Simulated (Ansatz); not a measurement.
**Redistribution: CH2N2 + C3H6O2 → HOCN + C3H7NO**

Species: CH2N2 (cyanamide) `N#CN`, singlet; C3H6O2 (propionic acid) `CCC(=O)O`, singlet; HOCN `N#CO`, singlet; C3H7NO (propionamide) `CCC(N)=O`, singlet. The partners trade NH2 for OH; both sit on C, so the bond types are kept.

Shapes, held fixed at every level: PBE0-D4/def2-TZVP. Flexible molecules stand in one conformer, not always the lowest. Programs: Ansatz 0.2.0. The zero-point and thermal change to 298 K, harmonic and unscaled (PBE0-D4/def2-TZVP), is -1.2 kJ/mol.

```csv
level,kind,ΔH(298 K) (kJ/mol),less CCSD(T)/CBS estimate
HF/def2-TZVPP,Hartree–Fock,+50.1,+4.8
PBE0-D4/def2-TZVPP,global hybrid,+42.9,-2.4
r2SCAN0-D4/def2-TZVPP,global hybrid,+44.7,-0.6
wB97X-V/def2-TZVPP,range-separated hybrid,+45.8,+0.5
MP2/def2-SVP,perturbation theory,+47.1,+1.8
CCSD(T)/def2-SVP,coupled cluster or CI,+47.6,+2.3
CCSD(T)/CBS estimate,coupled cluster or CI,+45.3,0.0
```

The highest level, CCSD(T)/CBS estimate, gives ΔH(298 K) = +45.3 kJ/mol; the levels span +42.9 to +50.1. The column of differences is taken from that level and isn't an error. No measured value is set beside it here. The CBS estimate extrapolates MP2 from def2-TZVPP and def2-QZVPP and adds CCSD(T) − MP2 in the triple-zeta set, cores frozen.
